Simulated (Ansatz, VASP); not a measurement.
# Two plane-wave programs on Mg

Contents of run.py:

```python
from ase.calculators.vasp import Vasp
from ase.dft.bandgap import bandgap
from ase.io import read

atoms = read('Mg.cif', primitive_cell=True, subtrans_included=False)
calc = Vasp(
    directory='calc',
    xc='pbe',
    pp='PBE',
    setups='minimal',
    prec='Accurate',
    encut=500,
    ediff=1e-07,
    ismear=0,
    sigma=0.02,
    lreal=False,
    lasph=True,
    nelm=100,
    algo='Normal',
    isif=2,
    lwave=False,
    lcharg=False,
    kpts=[10, 10, 5],
    gamma=True,
    nbands=9,
)
atoms.calc = calc

print('energy (eV):', atoms.get_potential_energy())
print('free energy (eV):', atoms.get_potential_energy(force_consistent=True))
print('forces (eV/A):')
print(atoms.get_forces())
print('stress (eV/A^3, Voigt):', atoms.get_stress())
print('Fermi level (eV):', calc.get_fermi_level())
gap, top, bottom = bandgap(calc)
print('band gap (eV):', gap, 'from (spin, k, band)', top, 'to', bottom)
```

Contents of Mg.cif:

```cif
data_Mg
_cell_length_a 3.20930000
_cell_length_b 3.20930000
_cell_length_c 5.21030000
_cell_angle_alpha 90.00000000
_cell_angle_beta 90.00000000
_cell_angle_gamma 120.00000000
_space_group_name_H-M_alt 'P6_3/mmc'
_space_group_name_Hall '-P 6c 2c'
_space_group_IT_number 194
loop_
_space_group_symop_operation_xyz
'x,y,z'
'-x,-y,-z'
'x-y,x,z+1/2'
'-x+y,-x,-z+1/2'
'-y,x-y,z'
'y,-x+y,-z'
'-x,-y,z+1/2'
'x,y,-z+1/2'
'-x+y,-x,z'
'x-y,x,-z'
'y,-x+y,z+1/2'
'-y,x-y,-z+1/2'
'-y,-x,-z+1/2'
'y,x,z+1/2'
'-x,-x+y,-z'
'x,x-y,z'
'-x+y,y,-z+1/2'
'x-y,-y,z+1/2'
'y,x,-z'
'-y,-x,z'
'x,x-y,-z+1/2'
'-x,-x+y,z+1/2'
'x-y,-y,-z'
'-x+y,y,z'
loop_
_atom_site_label
_atom_site_type_symbol
_atom_site_symmetry_multiplicity
_atom_site_Wyckoff_symbol
_atom_site_fract_x
_atom_site_fract_y
_atom_site_fract_z
_atom_site_occupancy
Mg1 Mg 2 c 0.6666666667 0.3333333333 0.7500000000 1
```

File input.yaml:

```yaml
crystal:
  lattice:
    - [3.2093, 0.0, 0.0]
    - [-1.60465, 2.7793353284, 0.0]
    - [0.0, 0.0, 5.2103]
  atoms:
    - { symbol: Mg, position: [0.6666666667, 0.3333333333, 0.75] }
    - { symbol: Mg, position: [0.3333333333, 0.6666666667, 0.25] }
hamiltonian:
  xc: pbe
  pseudopotentials: { kind: paw }
kpoints:
  mp_grid: { grid: [10, 10, 5] }
scf:
  occupations: { method: gaussian, width: 0.02 }
output:
  forces: true
  stress: true
  eigenvalues: true
```

Alike in both runs: task single point; functional PBE; k mesh 10 × 10 × 5; occupations gaussian, width 0.02 eV; no spin polarisation.

|  | VASP | Ansatz |
| --- | --- | --- |
| version | VASP 6.6.1 | Ansatz 0.2.0 |
| potentials or method | VASP PAW PBE potentials, release 64 (Mg) | Ansatz PAW |
| plane-wave cutoff (eV) | 500 | 420 |
| valence electrons in the cell | 4 | 20 |

Ansatz gave:

```
gap on the k mesh at the Fermi level (eV)       : none
pressure (GPa)                                  : -0.4
largest component of the traceless stress (GPa) : 0.47
```

What did VASP give for the same quantities?

gap on the k mesh at the Fermi level (eV): none; pressure (GPa): -0.6; largest component of the traceless stress (GPa): 0.48.

A gap of «none» marks a metal or a gap that the smearing closes. With one functional, cell and mesh, what is left measures potentials, basis and numerics. The two sets of potentials don't hold the same shells in valence.
